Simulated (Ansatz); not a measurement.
Ga3S2: rattling a relaxed structure

It was reached by relaxing an invented guess, and it needn't be the stable form of this composition.

Theory: DFT PBE, scalar-relativistic, plane waves, PAW (Ansatz 0.2.0). Cutoff 420 eV; k points 12×12×12 on the computed 5-atom cell (Γ-centred); Gaussian smearing, width 0.10 eV; no spin polarisation.

The cell below (5 atoms, space group R-3m (No. 166)) is relaxed within its symmetry.

```
Ga S
1.0
     1.85367    1.07022    8.40294
    -1.85367    1.07022    8.40294
     0.00000   -2.14044    8.40294
Ga S
3 2
Direct
  0.00000 0.00000 0.00000
  0.20522 0.20522 0.20522
  0.79478 0.79478 0.79478
  0.40825 0.40825 0.40825
  0.59175 0.59175 0.59175
```

For the test a repeat of it with 10 atoms (edges 3.71, 6.42, 8.67 Å) was strained at random (σ = 1.5 % a component), the atoms were moved at random (σ = 0.15 Å), and all was relaxed again on a coarse 6×4×6 mesh (in the run’s order of axes) with 0.20 eV smearing, with no symmetry imposed.

An odd number of electrons in the primitive cell allows no gap without spin; a larger cell or a magnetic state could open one.

Task: Is the structure stable against such a distortion?

Result: It returns, within 1 meV/atom of the unmoved cell on that mesh and with the same symmetry when read at 0.1 Å (C2/m at 0.01 Å, so small strains and shifts remain). So it is stable against the distortions that fit this cell and that this random move excites. Modes that don't fit the cell aren't tested.
